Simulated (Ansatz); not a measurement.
Geometry optimisation in Ansatz: input, command and trajectory.

```yaml
crystal:
  lattice:
    - [8.1975282561, 2.8397070873, 7.0056216897]
    - [1.6395056513, -8.5191212617, -7.0056216897]
    - [-1.6395056513, 8.5191212617, -7.0056216897]
  atoms:
    - { symbol: W, position: [0.0109900226, 0.5150744257, 0.5040844031] }
    - { symbol: W, position: [0.8747263712, 0.2494814263, 0.6225882949] }
    - { symbol: W, position: [0.8762204754, 0.7481619629, 0.1243831237] }
    - { symbol: W, position: [0.3759254195, 0.2496363901, 0.1254770605] }
    - { symbol: W, position: [0.2490751701, 0.5021523922, 0.7482627596] }
    - { symbol: W, position: [0.2501165273, -0.0026272561, 0.24961401] }
    - { symbol: W, position: [0.1241593296, 0.2496363901, 0.8737109706] }
    - { symbol: W, position: [0.1277381226, 0.7482819041, 0.387280396] }
    - { symbol: W, position: [1.06139e-05, -0.0010990584, -0.0011096723] }
    - { symbol: W, position: [0.7538896325, 0.5021523922, 0.2530772221] }
    - { symbol: W, position: [0.6268931314, 0.2494814263, 0.3747550551] }
    - { symbol: W, position: [0.5005148253, 0.4995997889, -0.0009150364] }
    - { symbol: W, position: [0.4971105368, -0.0026825092, 0.500206954] }
    - { symbol: W, position: [0.3610015081, 0.7482819041, 0.6205437815] }
    - { symbol: W, position: [0.7477587338, -0.0026272561, 0.7472562166] }
    - { symbol: W, position: [0.6237788392, 0.7481619629, 0.8719414875] }
    - { symbol: Se, position: [0.044622082, 0.3049979065, 0.5015990495] }
    - { symbol: Se, position: [0.0423962955, 0.7949708889, 0.0038713186] }
    - { symbol: Se, position: [0.5446412105, 0.297800936, 0.0069224357] }
    - { symbol: Se, position: [0.4088182287, 0.5475458437, 0.6226861067] }
    - { symbol: Se, position: [0.4182270067, 0.0456138563, 0.1299187426] }
    - { symbol: Se, position: [0.2908785003, 0.297800936, 0.7531597255] }
    - { symbol: Se, position: [0.2871696967, 0.7890452789, 0.2593805818] }
    - { symbol: Se, position: [0.1676371962, 0.047621711, 0.8799845148] }
    - { symbol: Se, position: [0.924859737, 0.5475458437, 0.138727615] }
    - { symbol: Se, position: [0.8033988571, 0.3049979065, 0.2603758246] }
    - { symbol: Se, position: [0.6663719967, 0.5445636976, 0.8781917009] }
    - { symbol: Se, position: [0.6646242835, 0.0435485143, 0.3789242309] }
    - { symbol: Se, position: [0.5296646971, 0.7890452789, 0.5018755822] }
    - { symbol: Se, position: [0.9156951137, 0.0456138563, 0.6273868496] }
    - { symbol: Se, position: [0.7910995703, 0.7949708889, 0.7525745934] }
    - { symbol: Se, position: [0.1665537853, 0.2867116766, 0.1201578914] }
    - { symbol: Se, position: [0.0420051392, 0.0347418361, 0.2439361367] }
    - { symbol: Se, position: [0.0396749524, 0.5373784587, 0.7430954448] }
    - { symbol: Se, position: [0.5396129785, 0.0344300209, 0.7456636275] }
    - { symbol: Se, position: [0.4173747574, 0.2849316614, 0.3701740812] }
    - { symbol: Se, position: [0.4174092521, 0.7889687047, 0.8688090085] }
    - { symbol: Se, position: [0.2887663934, 0.0344300209, 0.4948170425] }
    - { symbol: Se, position: [0.2917780299, 0.5367833709, 0.994063274] }
    - { symbol: Se, position: [0.1666582162, 0.7977869308, 0.6311287146] }
    - { symbol: Se, position: [0.9147575801, 0.2849316614, 0.867556904] }
    - { symbol: Se, position: [0.7908056994, 0.0347418361, 0.992736697] }
    - { symbol: Se, position: [0.6662701013, 0.2851000996, 0.6188299984] }
    - { symbol: Se, position: [0.6678232445, 0.7861288055, 0.118305561] }
    - { symbol: Se, position: [0.5427200968, 0.5367833709, 0.245005341] }
    - { symbol: Se, position: [0.9201596961, 0.7889687047, 0.3715594526] }
    - { symbol: Se, position: [0.7942830139, 0.5373784587, 0.4977035063] }
  host:
    lattice:
      - [3.2790113025, 0.0, 0.0]
      - [-1.6395056513, 2.8397070872, 0.0]
      - [0.0, 0.0, 7.0056216897]
    atoms:
      - { symbol: W, position: [0.0, 0.0, 0.0] }
      - { symbol: Se, position: [0.3333333333, 0.6666666667, 0.240557159] }
      - { symbol: Se, position: [0.3333333333, 0.6666666667, 0.759442841] }
total_charge: 2
basis:
  ecutwfc: 420
  xc_grid: 2
kpoints:
  mp_grid: { grid: [2, 2, 2], shift: [0.5, 0.5, 0.5] }
hamiltonian:
  xc: pbe
  dispersion: d3bj
scf:
  occupations: { method: gaussian, width: 0.01 }
output:
  forces: true
  stress: false
  eigenvalues: true
  charged_corrections:
    defect_position: [0.16666667, 0.54638809, 0.37972142]
    epsilon: [[14.1909, 0.0, 0.0], [0.0, 14.1909, 0.0], [0.0, 0.0, 5.3021]]
  write_density: true
  write_potential: true
  elf: true
  volumetric_format: npy
relax:
  adjacent_minimum: "off"
  f_tol: 0.025
  max_steps: 45
```

```bash
ansatz run input.yaml --threads 4 --pin off --max-ram 10240MiB --backend cpu --events-out ev --progress --plain --runs-dir out
```

Theory: Ansatz 0.2.0, DFT PBE+D3(BJ), scalar-relativistic, plane waves, PAW.

The cell holds a point defect: Se vacancy (site h), charge +2.

Of 5 frames 4 are shown, positions in Å and forces in eV/Å; the SCF threshold varies from step to step. The mark taken_back stands on steps that the optimiser undid.

```xyz
47
Lattice="8.1975 2.8397 7.0056 1.6395 -8.5191 -7.0056 -1.6395 8.5191 -7.0056" Properties=species:S:1:pos:R:3:forces:R:3 pbc="T T T" step=1 free_energy_over_end_meV_per_atom=0.28
W     0.1081   -0.0624   -7.0628    0.0560   -0.0323   -0.0209
W     6.5589    5.6625    0.0186   -0.0653    0.1188    0.0367
W     8.2055   -2.8258    0.0257   -0.0630   -0.1436    0.0330
W     3.2852    0.0098    0.0057    0.0268   -0.0968    0.0286
W     1.6383    2.8039   -7.0150   -0.0136   -0.0578   -0.0031
W     1.6368    2.8591    0.0219    0.1079    0.0114    0.0559
W    -0.0054    5.6691   -6.9999    0.0972    0.0252    0.0286
W     1.6390   -2.7127   -7.0604   -0.0254    0.0227    0.0083
W     0.0001   -0.0001    0.0155   -0.0846    0.0489    0.0936
W     6.5884    0.0189   -0.0094    0.0433    0.0407   -0.0031
W     4.9336    2.8474    0.0186   -0.1355   -0.0028    0.0367
W     4.9236   -2.8426    0.0128   -0.0950    0.0548    0.0080
W     3.2506    5.6958   -0.0029    0.0572   -0.0330    0.0104
W     3.1687   -0.0631   -7.0604   -0.0324    0.0106    0.0083
W     4.9003    8.5118    0.0219    0.0440   -0.0992    0.0559
W     4.9105    2.8258   -6.9799    0.0928    0.1263    0.0330
Se    0.0435    1.8016   -5.3381    0.0000   -0.0441   -0.0229
Se    1.6446   -6.6191   -5.2994    0.0016    0.0154   -0.0625
Se    4.9416   -0.9314    1.6808   -0.0019   -0.0126   -0.0213
Se    3.2281    1.8011   -5.3342   -0.0123   -0.0446   -0.0374
Se    3.2902    1.9058    1.7002    0.0091    0.0188   -0.0562
Se    1.6379    4.7053   -5.3248    0.0099    0.0079   -0.0213
Se    3.2225   -3.6968   -5.3331   -0.0341    0.0210   -0.0318
Se    0.0095    7.5670   -5.3241   -0.0059    0.0034   -0.0416
Se    8.2518   -0.8564    1.6714    0.0324    0.0330   -0.0374
Se    6.6590    1.9013    1.6675    0.0382    0.0220   -0.0229
Se    4.9156    4.7345   -5.2989    0.0016   -0.0009   -0.0335
Se    4.8984    4.7444    1.6964    0.0231   -0.0134   -0.0244
Se    4.8128   -0.9423   -5.3331   -0.0352    0.0191   -0.0318
Se    6.5526    7.5565    1.7002   -0.0117   -0.0173   -0.0562
Se    6.5546    1.8853   -5.2994   -0.0125   -0.0090   -0.0625
Se    1.6384   -0.9459   -1.6836    0.0109   -0.0063   -0.0017
Se    0.0014    1.9014   -1.6580    0.0002    0.0000    0.0045
Se   -0.0120    1.8652   -8.6926    0.0073   -0.0093    0.0051
Se    3.2574    7.5914   -1.6847   -0.0037    0.0035    0.0062
Se    3.2817    1.9114   -1.6655   -0.0027    0.0081    0.0197
Se    3.2908    1.8655   -8.6896   -0.0114   -0.0159    0.0131
Se    1.6124    4.7421   -1.6847   -0.0049    0.0015    0.0062
Se    1.6421    4.7242   -8.6804   -0.0087    0.0066    0.0172
Se    1.6394   -0.9465   -8.8429   -0.0032    0.0019   -0.0020
Se    6.5435    7.5611   -1.6655   -0.0084   -0.0017    0.0197
Se    4.9120   10.4069   -1.6580    0.0001   -0.0002    0.0045
Se    4.9146    4.7351   -1.6650    0.0005   -0.0003    0.0022
Se    6.5694   -3.7928   -1.6576    0.0015   -0.0008    0.0241
Se    4.9273   -0.9445   -1.6748   -0.0100    0.0042    0.0172
Se    8.2274   -0.9430   -1.6839    0.0081    0.0178    0.0131
Se    6.5762    1.9175   -1.6869    0.0117   -0.0016    0.0051
47
Lattice="8.1975 2.8397 7.0056 1.6395 -8.5191 -7.0056 -1.6395 8.5191 -7.0056" Properties=species:S:1:pos:R:3:forces:R:3 pbc="T T T" step=2 free_energy_over_end_meV_per_atom=0.37 taken_back
W     0.1273   -0.0735   -7.0808   -0.0532    0.0307    0.0440
W     6.5528    5.6762    0.0197    0.0162   -0.1429   -0.0450
W     8.1877   -2.8419    0.0304    0.0751    0.0889   -0.0331
W     3.2901   -0.0073    0.0142   -0.0133    0.0999   -0.0292
W     1.6321    2.7900   -7.0184    0.0237    0.1105   -0.0099
W     1.6591    2.8674    0.0307   -0.1540   -0.0435   -0.0552
W     0.0119    5.6734   -6.9914   -0.0932   -0.0385   -0.0292
W     1.6409   -2.6985   -7.0715    0.0214    0.0113    0.0202
W    -0.0162    0.0093    0.0328    0.0631   -0.0364   -0.0729
W     6.5973    0.0313   -0.0128   -0.0838   -0.0757   -0.0099
W     4.9187    2.8458    0.0197    0.1318    0.0574   -0.0450
W     4.8995   -2.8287    0.0135    0.1466   -0.0846   -0.0120
W     3.2641    5.6880   -0.0011   -0.0542    0.0313   -0.0220
W     3.1574   -0.0719   -7.0715    0.0009   -0.0242    0.0202
W     4.9043    8.4883    0.0307   -0.0393    0.1551   -0.0552
W     4.9155    2.8493   -6.9752   -0.0394   -0.1095   -0.0331
Se    0.0360    1.7800   -5.3516    0.0567    0.0828    0.0490
Se    1.6486   -6.6006   -5.3039   -0.0206   -0.0440    0.0992
Se    4.9553   -0.9269    1.6835   -0.0128    0.0288    0.0331
Se    3.2291    1.7868   -5.3496   -0.0179    0.0568    0.0663
Se    3.2962    1.8953    1.7023   -0.0072    0.0155    0.0689
Se    1.6408    4.6912   -5.3221   -0.0313   -0.0033    0.0331
Se    3.2161   -3.6799   -5.3401    0.0523   -0.0311    0.0641
Se    0.0028    7.5709   -5.3212    0.0104   -0.0060    0.0518
Se    8.2647   -0.8502    1.6560   -0.0582   -0.0129    0.0663
Se    6.6740    1.9185    1.6540   -0.0433   -0.0905    0.0490
Se    4.8908    4.7488   -5.2946    0.0604   -0.0349    0.0515
Se    4.9087    4.7385    1.6984   -0.0496    0.0286    0.0465
Se    4.7949   -0.9452   -5.3401    0.0530   -0.0298    0.0641
Se    6.5647    7.5566    1.7023   -0.0170   -0.0016    0.0689
Se    6.5406    1.8726   -5.3039    0.0279    0.0398    0.0992
Se    1.6287   -0.9403   -1.6695    0.0071   -0.0041   -0.0121
Se    0.0080    1.9086   -1.6411   -0.0248   -0.0223   -0.0486
Se   -0.0212    1.8631   -8.6948    0.0188    0.0197   -0.0205
Se    3.2587    7.5834   -1.6822    0.0396    0.0021   -0.0328
Se    3.2801    1.8959   -1.6603   -0.0102    0.0207   -0.0262
Se    3.2973    1.8658   -8.6837    0.0165    0.0303   -0.0452
Se    1.6200    4.7450   -1.6822    0.0180   -0.0354   -0.0328
Se    1.6362    4.7165   -8.6800   -0.0004    0.0207   -0.0250
Se    1.6455   -0.9501   -8.8699    0.0063   -0.0036   -0.0830
Se    6.5561    7.5702   -1.6603   -0.0230   -0.0015   -0.0262
Se    4.9091   10.3976   -1.6411    0.0070    0.0326   -0.0486
Se    4.9205    4.7317   -1.6671   -0.0154    0.0089   -0.0160
Se    6.5473   -3.7801   -1.6569    0.0527   -0.0304   -0.0359
Se    4.9310   -0.9356   -1.6744   -0.0181   -0.0100   -0.0250
Se    8.2304   -0.9488   -1.6781   -0.0180   -0.0294   -0.0452
Se    6.5735    1.9265   -1.6891   -0.0076   -0.0262   -0.0205
47
Lattice="8.1975 2.8397 7.0056 1.6395 -8.5191 -7.0056 -1.6395 8.5191 -7.0056" Properties=species:S:1:pos:R:3:forces:R:3 pbc="T T T" step=4 free_energy_over_end_meV_per_atom=0.01
W     0.1229   -0.0709   -7.0739   -0.0204    0.0118    0.0019
W     6.5498    5.6685    0.0189    0.0054   -0.0400   -0.0059
W     8.1979   -2.8429    0.0294    0.0015    0.0175   -0.0072
W     3.2893   -0.0035    0.0112   -0.0146    0.0244   -0.0074
W     1.6351    2.8005   -7.0191    0.0106    0.0276   -0.0002
W     1.6454    2.8625    0.0280   -0.0267   -0.0205   -0.0126
W     0.0082    5.6723   -6.9944   -0.0284    0.0004   -0.0074
W     1.6382   -2.6991   -7.0664    0.0210    0.0079    0.0075
W    -0.0111    0.0064    0.0270    0.0271   -0.0157   -0.0168
W     6.5897    0.0234   -0.0135   -0.0186   -0.0230   -0.0002
W     4.9239    2.8523    0.0189    0.0374    0.0153   -0.0059
W     4.9121   -2.8360    0.0136    0.0389   -0.0225    0.0006
W     3.2589    5.6910   -0.0026   -0.0038    0.0022   -0.0088
W     3.1566   -0.0692   -7.0664    0.0036   -0.0222    0.0075
W     4.9017    8.5026    0.0280    0.0044    0.0334   -0.0126
W     4.9215    2.8410   -6.9762   -0.0144   -0.0100   -0.0072
Se    0.0416    1.7913   -5.3478   -0.0005    0.0093    0.0095
Se    1.6474   -6.6119   -5.2966    0.0016    0.0061    0.0131
Se    4.9494   -0.9305    1.6840    0.0002    0.0091    0.0019
Se    3.2282    1.7954   -5.3451    0.0058    0.0065    0.0119
Se    3.2938    1.9017    1.7000   -0.0014   -0.0046    0.0170
Se    1.6410    4.6980   -5.3216   -0.0077   -0.0047    0.0019
Se    3.2175   -3.6860   -5.3371   -0.0011   -0.0063    0.0097
Se    0.0062    7.5690   -5.3215    0.0002   -0.0001    0.0052
Se    8.2567   -0.8537    1.6605   -0.0028   -0.0083    0.0119
Se    6.6671    1.9080    1.6578   -0.0083   -0.0043    0.0095
Se    4.9057    4.7402   -5.2931    0.0005   -0.0003    0.0067
Se    4.9007    4.7431    1.7014   -0.0025    0.0014    0.0018
Se    4.8009   -0.9434   -5.3371    0.0049    0.0041    0.0097
Se    6.5581    7.5554    1.7000    0.0033    0.0035    0.0170
Se    6.5498    1.8793   -5.2966   -0.0045   -0.0044    0.0131
Se    1.6334   -0.9430   -1.6749   -0.0036    0.0021    0.0024
Se    0.0053    1.9019   -1.6519    0.0017    0.0089   -0.0017
Se   -0.0174    1.8647   -8.6931   -0.0002    0.0051   -0.0041
Se    3.2580    7.5891   -1.6825    0.0036    0.0012   -0.0018
Se    3.2794    1.9035   -1.6600   -0.0013   -0.0021   -0.0079
Se    3.2974    1.8678   -8.6847    0.0039    0.0058   -0.0072
Se    1.6147    4.7427   -1.6825    0.0007   -0.0037   -0.0018
Se    1.6405    4.7234   -8.6825   -0.0041   -0.0069   -0.0040
Se    1.6427   -0.9484   -8.8655    0.0008   -0.0005   -0.0122
Se    6.5492    7.5670   -1.6600    0.0012    0.0021   -0.0079
Se    4.9136   10.4033   -1.6519   -0.0069   -0.0059   -0.0017
Se    4.9152    4.7348   -1.6707   -0.0043    0.0025    0.0010
Se    6.5611   -3.7880   -1.6585    0.0013   -0.0007   -0.0031
Se    4.9272   -0.9427   -1.6768    0.0039    0.0070   -0.0040
Se    8.2287   -0.9498   -1.6791   -0.0031   -0.0062   -0.0072
Se    6.5739    1.9224   -1.6875   -0.0045   -0.0024   -0.0041
47
Lattice="8.1975 2.8397 7.0056 1.6395 -8.5191 -7.0056 -1.6395 8.5191 -7.0056" Properties=species:S:1:pos:R:3:forces:R:3 pbc="T T T" step=5 free_energy_over_end_meV_per_atom=0.00
W     0.1209   -0.0698   -7.0735   -0.0021    0.0012   -0.0026
W     6.5503    5.6671    0.0188   -0.0028   -0.0175   -0.0010
W     8.1981   -2.8419    0.0292   -0.0014   -0.0048   -0.0029
W     3.2881   -0.0018    0.0104   -0.0065   -0.0003   -0.0033
W     1.6358    2.8014   -7.0187    0.0015    0.0086    0.0009
W     1.6445    2.8613    0.0275   -0.0087   -0.0054   -0.0051
W     0.0061    5.6724   -6.9952   -0.0030    0.0058   -0.0033
W     1.6393   -2.6995   -7.0655    0.0060    0.0108    0.0064
W    -0.0103    0.0060    0.0260    0.0087   -0.0050   -0.0056
W     6.5893    0.0224   -0.0131   -0.0067   -0.0055    0.0009
W     4.9253    2.8526    0.0188    0.0138    0.0112   -0.0010
W     4.9138   -2.8370    0.0135    0.0130   -0.0075   -0.0001
W     3.2587    5.6912   -0.0025    0.0056   -0.0032   -0.0050
W     3.1575   -0.0700   -7.0655   -0.0064   -0.0106    0.0064
W     4.9024    8.5040    0.0275    0.0003    0.0102   -0.0051
W     4.9207    2.8403   -6.9764    0.0034    0.0036   -0.0029
Se    0.0419    1.7923   -5.3470    0.0013    0.0039    0.0027
Se    1.6470   -6.6122   -5.2965    0.0010    0.0011    0.0056
Se    4.9481   -0.9302    1.6834    0.0010    0.0029    0.0015
Se    3.2286    1.7956   -5.3442    0.0008    0.0027    0.0048
Se    3.2940    1.9022    1.7003   -0.0012   -0.0022    0.0059
Se    1.6401    4.6991   -5.3223   -0.0020   -0.0023    0.0015
Se    3.2180   -3.6877   -5.3365   -0.0005   -0.0016    0.0048
Se    0.0061    7.5690   -5.3218   -0.0006    0.0003    0.0027
Se    8.2568   -0.8541    1.6614   -0.0020   -0.0021    0.0048
Se    6.6663    1.9072    1.6587   -0.0027   -0.0031    0.0027
Se    4.9065    4.7398   -5.2930   -0.0011    0.0007    0.0039
Se    4.9007    4.7431    1.7013   -0.0015    0.0009    0.0011
Se    4.8026   -0.9430   -5.3365    0.0011    0.0012    0.0048
Se    6.5577    7.5550    1.7003    0.0012    0.0022    0.0059
Se    6.5498    1.8798   -5.2965   -0.0004   -0.0014    0.0056
Se    1.6332   -0.9429   -1.6759   -0.0012    0.0007   -0.0003
Se    0.0047    1.9022   -1.6525    0.0007    0.0036   -0.0019
Se   -0.0166    1.8655   -8.6934   -0.0001    0.0004   -0.0016
Se    3.2586    7.5893   -1.6822   -0.0003    0.0012   -0.0008
Se    3.2799    1.9046   -1.6608   -0.0016   -0.0016   -0.0026
Se    3.2971    1.8672   -8.6848    0.0007    0.0037   -0.0033
Se    1.6148    4.7421   -1.6822   -0.0011   -0.0003   -0.0008
Se    1.6402    4.7236   -8.6822   -0.0002   -0.0020   -0.0025
Se    1.6423   -0.9482   -8.8642    0.0004   -0.0002   -0.0061
Se    6.5486    7.5660   -1.6608    0.0006    0.0022   -0.0026
Se    4.9130   10.4036   -1.6525   -0.0028   -0.0024   -0.0019
Se    4.9149    4.7349   -1.6707   -0.0019    0.0011   -0.0004
Se    6.5620   -3.7885   -1.6589   -0.0005    0.0003   -0.0026
Se    4.9269   -0.9425   -1.6766    0.0016    0.0012   -0.0025
Se    8.2291   -0.9493   -1.6791   -0.0028   -0.0025   -0.0033
Se    6.5737    1.9214   -1.6878   -0.0004   -0.0001   -0.0016
```

The run took 14 min on 4 threads of Arm Neoverse V1, on a shared host, peak memory 7.1 GiB.

Spin–orbit coupling is left out, which can shift energies with elements as heavy as these.

The relaxation kept the symmetry at the defect while a level is partly filled, so a state in which the carrier settles on fewer atoms was held off and may lie lower. The cell is also small for a charged defect.